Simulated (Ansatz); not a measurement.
# MoS2: the cost of one run

Computed with Ansatz 0.2.0 (DFT PBE+D3(BJ), scalar-relativistic, plane waves, PAW, unless a step's input says otherwise).

4 further runs of the same task are left out: 1 that didn't finish, 3 set aside as unsound or not needed. Runs told in other sessions of the task aren't counted.

**1. The structure to begin with**

It takes space group R3m (No. 160, trigonal). Conventional cell: a = 3.153 Å, b = 3.153 Å, c = 17.990 Å, α = 90.00°, β = 90.00°, γ = 120.00°. Mo (site symmetry 3m) is surrounded by 6 S at 2.40 Å. Around S (site symmetry 3m) lie 3 Mo at 2.40 Å.

Coordinates:

```xyz
12
Lattice="3.1529 -5.4611 0.0000 6.3059 0.0000 0.0000 3.1529 -1.8204 5.9965" Properties=species:S:1:pos:R:3 pbc="T T T"
Mo    7.8824   -2.7305    0.0003
Mo    9.4588   -5.4611    0.0003
Mo    4.7294   -2.7305    0.0003
Mo    6.3059   -5.4611    0.0003
S     4.7294   -4.5509    1.5632
S     3.1529   -1.8204    1.5632
S     7.8824   -4.5509    1.5632
S     6.3059   -1.8204    1.5632
S     7.8824   -6.3712    4.4325
S     6.3059   -3.6407    4.4325
S    11.0353   -6.3712    4.4325
S     9.4588   -3.6407    4.4325
```

It is built from the cell relaxed beforehand with the same method (17.21 Å³/atom).

**2. The reference cell**

The cell is repeated 4 times, 12 atoms in all. The reference gives a free energy of -27056.2018 eV, pressure 0.01 GPa, largest force 0.001 eV/Å and gap on the mesh 0.79 eV. It was computed beforehand with the settings of the runs below.

**3. Next: random displacements**

All atoms are moved at random with no net shift, in some cells together with a random strain.

**4. Point rms move = 0.133 Å**

Contents of input.yaml:

```yaml
crystal:
  lattice:
    - [3.173258729, -5.5000679073, -0.3147426356]
    - [6.2251314023, -0.0700822719, 0.0107069251]
    - [3.1429783619, -1.5052346268, 6.2556119838]
  atoms:
    - { symbol: Mo, position: [0.4976921927, 0.9920141248, 0.0001423513] }
    - { symbol: Mo, position: [1.0058803603, 1.0052732452, 0.0132632776] }
    - { symbol: Mo, position: [0.4674601825, 0.5332191831, -0.0158328567] }
    - { symbol: Mo, position: [1.0070576175, 0.4941537414, -0.0023275402] }
    - { symbol: S, position: [0.7481060672, 0.2443198106, 0.2546716475] }
    - { symbol: S, position: [0.2314510032, 0.2562145187, 0.2775623957] }
    - { symbol: S, position: [0.7556864773, 0.748891825, 0.2696342189] }
    - { symbol: S, position: [0.230103433, 0.7591651467, 0.2716635423] }
    - { symbol: S, position: [0.9310223184, 0.3921227716, 0.7356308182] }
    - { symbol: S, position: [0.414660185, 0.417597506, 0.7387531039] }
    - { symbol: S, position: [0.933613415, 0.9340834205, 0.7118557699] }
    - { symbol: S, position: [0.444066748, 0.8897447064, 0.7445832714] }
basis:
  ecutwfc: 420
kpoints:
  mp_grid: { grid: [6, 6, 6] }
hamiltonian:
  xc: pbe
  dispersion: d3bj
scf:
  occupations: { method: gaussian, width: 0.05 }
output:
  forces: true
  stress: true
  eigenvalues: true
```

The run is started by

```console
$ ansatz run input.yaml --threads 2 --pin off --max-ram 5120MiB --backend cpu --events-out ev --progress --plain --runs-dir out
```

**Question.** How long does this run take on 2 threads of Intel Xeon at 2.50GHz (Skylake/Cascade Lake), shared host, and how much memory does it need?

About 2 min, with a peak of 1.2 GiB.
